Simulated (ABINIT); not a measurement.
Runs of ABINIT 10.8.3 (patched build) on ZrB2. It takes space group P6/mmm (No. 191, hexagonal). The conventional cell has a = 3.170 Å, b = 3.170 Å, c = 3.533 Å, α = 90.00°, β = 90.00°, γ = 120.00°. Zr (site symmetry 6/mmm) has 12 B at 2.54 Å as nearest neighbours. B (site symmetry -6m2) has 3 B at 1.83 Å as nearest neighbours. 

| level | gap on the mesh (eV) | pressure (GPa) |
| --- | --- | --- |
| LDA | none | (a) |
| WC | none | -3.6 |
| PW91 | none | 0.5 |
| revPBE | none | (c) |
| SCAN | none | (b) |
| AM05 | none | -5.0 |
| PBEsol | none | -4.2 |
| RPBE | none | 4.0 |
| BLYP | none | 7.0 |
| r2SCAN | none | 0.4 |

Alike in all rows: task single point; potentials or basis JTH PAW PBE v2.0; no spin polarisation; cell as given; k mesh 10 × 10 × 8; cutoff (eV) 544; smearing fermi-dirac 0.05 eV.

Question: Fill in the values left out.

Answer: (a) -8.7; (b) -0.9; (c) 3.1.

Caveats: the PAW data sets were made with another functional, which shifts forces and pressure a little.

A k mesh can miss the band edges, and the runs leave out spin-orbit coupling on Zr.

A gap of «none» marks a metal or a gap under the smearing width.

Runs at the PBE level aren't shown here.
